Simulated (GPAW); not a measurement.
The system is Sb.

```xyz
1
Lattice="0.0000 2.3712 2.3712 2.3712 0.0000 2.3712 2.3712 2.3712 0.0000" Properties=species:S:1:pos:R:3 pbc="T T T"
Sb    0.0000    0.0000    0.0000
```

This isn't the form of Sb at room conditions, which is rhombohedral.

* Program: GPAW 26.7.0
* Task: relaxation of cell and atoms
* Functional: revPBE
* Potentials or basis: the program's PAW data sets (release 1.2.1) made for this functional
* Cutoff: 600 eV
* Basis: pw
* k mesh: 8 × 8 × 8
* Occupations: fermi-dirac, width 0.05 eV
* Spin: no spin polarisation

At the start: pressure 3.2 GPa; volume 26.67 Å³/atom.

Problem. How do energy, volume and symmetry change on relaxing?

Solution. Over 3 steps the energy falls by 13.7 meV/atom and the volume is 27.96 Å³/atom (+4.9 %); space group Fm-3m (No. 225, to 0.05 Å).

The path:
| step | energy change (eV) | largest force (eV/Å) | pressure (GPa) | volume (Å³) |
| --- | --- | --- | --- | --- |
| 1 | 0.0000 | 0.0000 | 3.17 | 26.67 |
| 2 | -0.0096 | 0.0000 | 1.62 | 27.28 |
| 3 | -0.0137 | 0.0000 | 0.08 | 27.96 |

Final structure:
```yaml
crystal:
  lattice:
    - [0.00000, 2.40902, 2.40902]
    - [2.40902, 0.00000, 2.40902]
    - [2.40902, 2.40902, 0.00000]
  atoms:
    - { symbol: Sb, position: [0.00000, 0.00000, 0.00000] }
```

Caveat: later steps reuse the first step's grids.
